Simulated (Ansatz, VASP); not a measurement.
# SiC in VASP and in Ansatz

```
Si C
1.0
     0.00000    2.18987    2.18987
     2.18987    0.00000    2.18987
     2.18987    2.18987    0.00000
Si C
1 1
Direct
  0.00000 0.00000 0.00000
  0.25000 0.25000 0.25000
```

Alike in both runs: functional PBE; k mesh 10 × 10 × 10; occupations gaussian, width 0.02 eV; no spin polarisation.

Ansatz relaxed the structure, and its values are those at the end. VASP's run is a single point on that final structure, the one shown.

|  | VASP | Ansatz |
| --- | --- | --- |
| version | VASP 6.6.1 | Ansatz 0.2.0 |
| potentials or method | VASP PAW PBE potentials, release 64 (Si, C) | scalar-relativistic, plane waves, PAW |
| plane-wave cutoff (eV) | 520 | 420 |
| valence electrons in the cell | 8 | 8 |

|  | VASP | Ansatz | Ansatz less VASP |
| --- | --- | --- | --- |
| gap on the k mesh at the Fermi level (eV) | 1.37 | 1.37 | +0.002 |
| least direct gap on the mesh (eV) | 4.53 | 4.53 | +0.003 |
| pressure (GPa) | 0.0 | 0.0 | +0.05 |

A k mesh can miss the band edges. PBE gaps usually lie below the measured ones, often by a third to a half.
